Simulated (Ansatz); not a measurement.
SnO2 (Cassiterite) under changes of volume

One of the cells (11.922 Å³/atom); the others are scaled copies at fixed shape and fractional positions:

```
Sn O
1.0
     4.73800    0.00000    0.00000
     0.00000    4.73800    0.00000
     0.00000    0.00000    3.18650
Sn O
2 4
Direct
  0.50000 0.50000 0.50000
  0.00000 0.00000 0.00000
  0.80710 0.19290 0.50000
  0.69290 0.69290 0.00000
  0.19290 0.80710 0.50000
  0.30710 0.30710 0.00000
```

```yaml
Program: Ansatz 0.2.0
Functional: PBE
Potentials_or_basis: Ansatz PAW earlier set
Cutoff: 900 eV
Density_cutoff: 3600 eV
k_mesh: 6 × 6 × 8
Occupations: fermi-dirac, width 0.05 eV
Spin: no spin polarisation
```

```csv
volume (Å³/atom),energy over the lowest point (meV/atom),pressure (GPa),gap on the mesh (eV),largest force (eV/Å)
11.207,105.56,27.6,2.04,0.555
11.445,69.11,21.5,1.77,0.454
11.684,41.32,16.0,1.52,0.360
11.922,21.28,11.0,1.29,0.273
12.161,?,?,?,?
12.399,1.31,2.7,0.84,0.117
12.637,0.00,-0.9,0.63,0.047
```

What does the run at 12.161 Å³/atom give?

Energy over the lowest point 8.19 meV/atom; pressure 6.6 GPa; gap on the mesh 1.06 eV; largest force 0.192 eV/Å.

Worked out: A Birch-Murnaghan fit of order 3 (a polynomial in V^(-2/3)) to the other rows has its minimum at 12.58 Å³/atom with B0 = V·E''(V) = 181 GPa and B' = 4.8 at fixed shape and positions, which overstates the stiffness. It gives 8.17 meV/atom at 12.161 Å³/atom, against the run's 8.19, and -dE/dV = 6.6 GPa, against 6.6. A parabola through the other rows of the gap, of slope -11.4 eV per unit of ln V (its deformation potential) there, gives 1.06 eV, against the run's 1.06.

Energies are extrapolated to zero smearing.

Caveats: spin-orbit coupling is left out, which moves the levels of the heavy elements.
